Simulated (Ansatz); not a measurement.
An ordered 8-atom cell of Al3GaAs4 on the zincblende lattice (R3m) at its r2SCAN geometry, run in Ansatz 0.2.0 at 4 levels of theory. These are computed values for a non-magnetic cell that may be hypothetical; none is a measurement.

The PBE+SOC input:
```yaml
crystal:
  lattice:
    - [2.0073476998, 1.1589427348, 13.0983209234]
    - [-2.0073476998, 1.1589427348, 13.0983209234]
    - [0.0, -2.3178854696, 13.0983209234]
  atoms:
    - { symbol: Al, position: [0.9999776595, -2.23405e-05, -2.23405e-05] }
    - { symbol: Al, position: [0.2499703433, 0.2499703433, 0.2499703433] }
    - { symbol: Al, position: [0.4998457237, 0.4998457237, 0.4998457237] }
    - { symbol: Ga, position: [0.7501025219, 0.7501025219, 0.7501025219] }
    - { symbol: As, position: [0.3125559839, 0.3125559839, 0.3125559839] }
    - { symbol: As, position: [0.5624704735, 0.5624704735, 0.5624704735] }
    - { symbol: As, position: [0.81259003, 0.81259003, 0.81259003] }
    - { symbol: As, position: [0.0624872642, 0.0624872642, 0.0624872642] }
kpoints:
  mp_grid: { grid: [8, 8, 8] }
  band_path:
    path:
      - [0.0, 0.0, 0.0]
      - [-0.5, -0.5, -0.5]
      - [-0.5, -0.1718858367, -0.8281141633]
      - [-0.1718858367, 0.1718858367, -0.5]
      - [0.0, 0.0, -0.5]
      - [0.0, 0.3359429183, -0.3359429183]
      - [-0.3359429183, 0.0, -0.6640570817]
      - [-0.5, 0.0, -0.5]
    npoints: 1
hamiltonian:
  xc: pbe
scf:
  occupations: { method: fermi_dirac, width: 0.02 }
  n_extra_bands: 12
magnetization:
  noncollinear: true
  spin_orbit: true
output:
  forces: true
  stress: true
  eigenvalues: true
  write_density: true
  write_potential: true
  elf: true
  volumetric_format: npy
```

Main results, then, where recorded, the levels near the gap in eV from the Fermi energy (columns number the bands from 0), one row a point of the path (Γ, T, H₂, H₀, L, S₀, S₂, F):
```
Crystal: 8 atoms, lattice volume = 182.832 Å³
Symmetry: 6 space group operations + 6 with time reversal
Magnetic group: BNS 160.66 (UNI 1296)
```
```
Basis set: ecut = 420 eV, 3571 PW (Γ), FFT grids on a1−a2, a2, −a2+a3
k-points: 65 of 512 (time reversal used)
SCF converged after 9 iterations
Free energy (F): -24824.248720 eV
Fermi energy:    7.429852 eV
--- Forces (eV/Å), atoms counted from 1 ---
  atom   1  Al      0.00000      0.00000    -0.00095
  atom   2  Al      0.00000      0.00000      0.00145
  atom   3  Al      0.00000      0.00000      0.01947
  atom   4  Ga      0.00000      0.00000    -0.01619
  atom   5  As      0.00000      0.00000    -0.00336
  atom   6  As      0.00000      0.00000    -0.00267
  atom   7  As      0.00000      0.00000      0.05014
  atom   8  As      0.00000      0.00000    -0.04789
--- Stress (GPa, compression-positive) ---
        2.076648       0.000000       0.000000
        0.000000       2.076648       0.000000
        0.000000       0.000000       2.144451
  P = ⅓ Tr σ = 2.0992 GPa (20.992 kbar)
```
```tsv
band_74	band_75	band_76	band_77	band_78	band_79	band_80	band_81	band_82	band_83	band_84	band_85	band_86	band_87
-1.098	-1.098	-0.893	-0.893	-0.603	-0.603	-0.577	-0.577	0.557	0.557	1.270	1.270	1.593	1.593
-1.089	-1.089	-0.901	-0.901	-0.865	-0.865	-0.668	-0.668	0.837	0.837	1.409	1.409	1.757	1.757
-2.722	-2.716	-2.678	-2.677	-2.450	-2.438	-2.430	-2.410	1.792	1.807	2.016	2.027	2.753	2.774
-2.722	-2.716	-2.678	-2.677	-2.450	-2.438	-2.430	-2.410	1.792	1.807	2.016	2.027	2.753	2.774
-2.584	-2.584	-2.455	-2.455	-1.915	-1.915	-1.836	-1.836	1.059	1.059	1.221	1.221	1.748	1.748
-2.806	-2.761	-2.585	-2.579	-2.558	-2.540	-2.347	-2.344	1.730	1.731	2.209	2.234	2.406	2.426
-2.806	-2.761	-2.585	-2.579	-2.558	-2.540	-2.347	-2.344	1.730	1.731	2.209	2.234	2.406	2.426
-2.439	-2.439	-2.389	-2.389	-1.696	-1.696	-1.514	-1.514	0.729	0.729	1.005	1.005	1.511	1.511
```

The PBE+SOC gap is direct at Γ: 1.13 eV.

Task: Another run on the same cell gave
```
Basis set: ecut = 500 eV, 4703 PW (Γ), FFT grids on a1−a2, a2, −a2+a3
k-points: 65 of 512 (time reversal used)
SCF converged after 8 iterations
Free energy (F): -24874.474962 eV
Fermi energy:    6.536397 eV
--- Forces (eV/Å), atoms counted from 1 ---
  atom   1  Al      0.00000      0.00000      0.00012
  atom   2  Al      0.00000      0.00000      0.00160
  atom   3  Al      0.00000      0.00000      0.00211
  atom   4  Ga      0.00000      0.00000      0.00036
  atom   5  As      0.00000      0.00000    -0.00180
  atom   6  As      0.00000      0.00000    -0.00207
  atom   7  As      0.00000      0.00000    -0.00277
  atom   8  As      0.00000      0.00000      0.00239
--- Stress (GPa, compression-positive) ---
       -0.031459       0.000000       0.000000
        0.000000      -0.031459       0.000000
        0.000000       0.000000       0.050117
  P = ⅓ Tr σ = -0.0043 GPa (-0.043 kbar)
```
```tsv
band_37	band_38	band_39	band_40	band_41	band_42	band_43
-0.533	-0.035	0.000	0.000	1.697	2.498	2.782
-0.334	-0.334	-0.088	-0.088	1.913	2.583	2.968
-2.089	-2.071	-1.826	-1.802	2.843	3.091	3.847
-2.089	-2.071	-1.826	-1.802	2.843	3.091	3.847
-1.923	-1.790	-1.291	-1.205	2.092	2.238	2.810
-2.167	-1.955	-1.937	-1.728	2.779	3.287	3.493
-2.167	-1.955	-1.937	-1.728	2.779	3.287	3.493
-1.826	-1.775	-0.962	-0.960	1.748	2.083	2.597
```
Which level of theory and mesh gave it?

Result: It is r2SCAN, on 8×8×8; the blocks that differ from the first input, but for the band path:
```yaml
hamiltonian:
  xc: r2scan
scf:
  occupations: { method: fixed }
  n_extra_bands: 6
```
(magnetization left out)
The r2SCAN gap is direct at Γ: 1.70 eV. The mean stress is close to zero (0.00 GPa).

Task: Another run on the same cell gave
```
Basis set: ecut = 420 eV, 3571 PW (Γ), FFT grids on a1−a2, a2, −a2+a3
k-points: 13 of 64 (time reversal used)
hybrid outer 1: dexx = +2.781e-2 eV, tail = 1.73e-4 eV
hybrid outer 2: dexx = +2.849e-6 eV, tail = 7.97e-8 eV, Δε = 2.19e-3 eV, ΔF = 6.23e-3 eV/Å
hybrid outer 3: dexx = +1.048e-9 eV, tail = 2.49e-9 eV, Δε = 7.69e-5 eV, ΔF = 5.15e-5 eV/Å
hybrid SCF converged: 3 outer / 18 inner (+4 warm-up)
Free energy (F): -24830.367374 eV
Fermi energy:    6.324057 eV
--- Forces (eV/Å), atoms counted from 1 ---
  atom   1  Al      0.00000      0.00000      0.00091
  atom   2  Al      0.00000      0.00000    -0.00528
  atom   3  Al      0.00000      0.00000      0.01217
  atom   4  Ga      0.00000      0.00000    -0.01669
  atom   5  As      0.00000      0.00000      0.00493
  atom   6  As      0.00000      0.00000      0.00518
  atom   7  As      0.00000      0.00000      0.02944
  atom   8  As      0.00000      0.00000    -0.03065
--- Stress (GPa, compression-positive) ---
        0.680982       0.000000       0.000000
        0.000000       0.680982       0.000000
        0.000000       0.000000      -0.066198
  P = ⅓ Tr σ = 0.4319 GPa (4.319 kbar)
```
```tsv
band_37	band_38	band_39	band_40	band_41	band_42	band_43
-0.555	-0.010	0.000	0.000	2.106	2.778	3.103
-0.347	-0.347	-0.092	-0.092	2.339	2.882	3.293
-2.182	-2.162	-1.905	-1.880	3.207	3.418	4.214
-2.182	-2.162	-1.905	-1.880	3.207	3.418	4.214
-1.999	-1.871	-1.352	-1.266	2.397	2.566	3.216
-2.264	-2.035	-2.027	-1.802	3.129	3.643	3.833
-2.264	-2.035	-2.027	-1.802	3.129	3.643	3.833
-1.924	-1.866	-1.009	-0.988	2.039	2.446	2.895
```
Which level of theory and mesh gave it?

Result: It is HSE06, judged by the exchange loop and the size of the gap (a near hybrid could fit too), on 4×4×4; the blocks that differ from the first input, but for the band path:
```yaml
kpoints:
  mp_grid: { grid: [4, 4, 4] }
hamiltonian:
  xc: hse06
scf:
  occupations: { method: fixed }
  n_extra_bands: 6
```
(magnetization left out)
HSE06 gives an indirect gap of 2.04 eV, from Γ to F; the least direct gap is 2.11 eV at Γ. With the atoms held, the mean pressure is +0.4 GPa (compression positive). The stress of a hybrid is loosely converged here.

PBE0. Against the first input these blocks differ (the band path and keys that only write files left aside):
```yaml
kpoints:
  mp_grid: { grid: [4, 4, 4] }
hamiltonian:
  xc: pbe0
scf:
  occupations: { method: fixed }
  n_extra_bands: 6
```
(magnetization left out)

```
Basis set: ecut = 420 eV, 3571 PW (Γ), FFT grids on a1−a3, a2−a3, a3
k-points: 13 of 64 (time reversal used)
hybrid outer 1: dexx = +3.938e-2 eV, tail = 2.21e-4 eV
hybrid outer 2: dexx = +7.380e-6 eV, tail = 1.45e-7 eV, Δε = 3.92e-3 eV, ΔF = 6.80e-3 eV/Å
hybrid outer 3: dexx = +1.660e-9 eV, tail = 1.84e-9 eV, Δε = 1.33e-4 eV, ΔF = 7.68e-5 eV/Å
hybrid SCF converged: 3 outer / 18 inner (+4 warm-up)
Free energy (F): -24830.759344 eV
Fermi energy:    5.996601 eV
--- Forces (eV/Å), atoms counted from 1 ---
  atom   1  Al      0.00000      0.00000      0.00107
  atom   2  Al      0.00000      0.00000    -0.00448
  atom   3  Al      0.00000      0.00000      0.01216
  atom   4  Ga      0.00000      0.00000    -0.01534
  atom   5  As      0.00000      0.00000      0.00400
  atom   6  As      0.00000      0.00000      0.00435
  atom   7  As      0.00000      0.00000      0.02050
  atom   8  As      0.00000      0.00000    -0.02228
--- Stress (GPa, compression-positive) ---
        0.532446       0.000000       0.000000
        0.000000       0.532446       0.000000
        0.000000       0.000000      -0.187473
  P = ⅓ Tr σ = 0.2925 GPa (2.925 kbar)
```
```tsv
band_37	band_38	band_39	band_40	band_41	band_42	band_43
-0.584	-0.018	-0.018	0.000	2.735	3.427	3.761
-0.373	-0.373	-0.111	-0.111	2.987	3.543	3.951
-2.233	-2.212	-1.950	-1.922	3.861	4.075	4.891
-2.233	-2.212	-1.950	-1.922	3.861	4.075	4.891
-2.044	-1.913	-1.394	-1.306	3.054	3.224	3.876
-2.317	-2.082	-2.075	-1.843	3.781	4.307	4.499
-2.317	-2.082	-2.075	-1.843	3.781	4.307	4.499
-1.975	-1.916	-1.043	-1.005	2.687	3.089	3.554
```

The PBE0 gap is indirect, 2.69 eV (Γ to F), below the direct gap of 2.74 eV at Γ. With the atoms held, the mean pressure is +0.3 GPa (compression positive). The stress of a hybrid is loosely converged here.

The hybrids run on coarser meshes, which limits their stresses and small splittings of levels.

Totals of different functionals, or with and without spin-orbit coupling, can't be compared.

Only the levels marked +SOC include spin-orbit coupling.
